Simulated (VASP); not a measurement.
The system is BN.

```xyz
2
Lattice="0.0000 1.8130 1.8130 1.8130 0.0000 1.8130 1.8130 1.8130 0.0000" Properties=species:S:1:pos:R:3 pbc="T T T"
N     0.9065    0.9065    0.9065
B     0.0000    0.0000    0.0000
```

The cell is a database's computed one.

| Item | Value |
| --- | --- |
| Program | VASP 6.6.1 |
| Task | relaxation of cell and atoms |
| Functional | PBEsol |
| Dispersion | rVV10 |
| Potentials or basis | VASP PAW PBE potentials, release 64 (N, B) |
| Cutoff | 600 eV |
| k mesh | 13 × 13 × 13 |
| Occupations | fermi-dirac, width 0.05 eV |
| Spin | no spin polarisation |

At the start: pressure -6.5 GPa; volume 5.96 Å³/atom.

Problem. How do energy, volume and symmetry change on relaxing?

Solution. Over 3 steps the energy falls by 2.1 meV/atom and the volume is 5.86 Å³/atom (-1.7 %); space group F-43m (No. 216, to 0.05 Å).

The path:
| step | energy change (eV) | largest force (eV/Å) | pressure (GPa) | volume (Å³) |
| --- | --- | --- | --- | --- |
| 1 | 0.0000 | 0.0000 | -6.46 | 11.92 |
| 2 | 0.0004 | 0.0000 | 7.14 | 11.51 |
| 3 | -0.0041 | 0.0000 | 0.00 | 11.72 |

Final structure:
```cif
data_structure
_symmetry_space_group_name_H-M 'P 1'
_symmetry_Int_Tables_number 1
_cell_length_a 2.5494
_cell_length_b 2.5494
_cell_length_c 2.5494
_cell_angle_alpha 60.000
_cell_angle_beta 60.000
_cell_angle_gamma 60.000
_cell_volume 11.72
loop_
_atom_site_label
_atom_site_type_symbol
_atom_site_fract_x
_atom_site_fract_y
_atom_site_fract_z
_atom_site_occupancy
N1 N 0.25000 0.25000 0.25000 1
B1 B 0.00000 0.00000 0.00000 1
```

Caveat: the PAW data sets were made with another functional, which shifts forces and pressure a little.
